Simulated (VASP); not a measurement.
A run of VASP 6.6.1 is set up as follows.

The input POSCAR:

```
PbS
1.0
    0.0000000000      2.9657500000      2.9657500000
    2.9657500000      0.0000000000      2.9657500000
    2.9657500000      2.9657500000      0.0000000000
Pb S
1 1
Direct
    0.0000000000      0.0000000000      0.0000000000
    0.5000000000      0.5000000000      0.5000000000
```

The input INCAR.step1:

```
SYSTEM = PbS
PREC = Accurate ; ENCUT = 600
EDIFF = 1E-8 ; ISMEAR = -1
SIGMA = 0.05 ; LREAL = .FALSE.
LASPH = .TRUE. ; NELM = 60
ALGO = Normal ; ISIF = 3
LWAVE = .FALSE. ; LCHARG = .FALSE.
IBRION = 2 ; NSW = 40
EDIFFG = -0.002
```

INCAR.step2

```
SYSTEM = PbS
PREC = Accurate ; ENCUT = 600
EDIFF = 1E-8 ; ISMEAR = -1
SIGMA = 0.05 ; LREAL = .FALSE.
LASPH = .TRUE. ; NELM = 60
ALGO = Normal ; ISIF = 2
LWAVE = .FALSE. ; LCHARG = .FALSE.
IBRION = 6 ; NFREE = 2
POTIM = 0.015 ; NSW = 1
```

File KPOINTS:

```
Automatic mesh
0
G
  6 6 6
  0 0 0
```

Potentials or basis: VASP PAW LDA potentials, release 64 (Pb_d, S).

Run with:

```sh
$ cat potpaw_LDA.64/Pb_d/POTCAR potpaw_LDA.64/S/POTCAR > POTCAR
$ cp INCAR.step1 INCAR
$ mpirun -np 1 vasp_std > vasp.out
$ cp CONTCAR POSCAR
$ cp INCAR.step2 INCAR
$ mpirun -np 1 vasp_std > vasp.out
```

(1) What does it give for the highest phonon frequency at Γ, LO-TO splitting left out?

(2) Estimate the relaxed cell.

## Answers

(1) 33 cm⁻¹.

(2) a = 4.131 Å, b = 4.131 Å, c = 4.131 Å, α = 60.00°, β = 60.00°, γ = 60.00°.
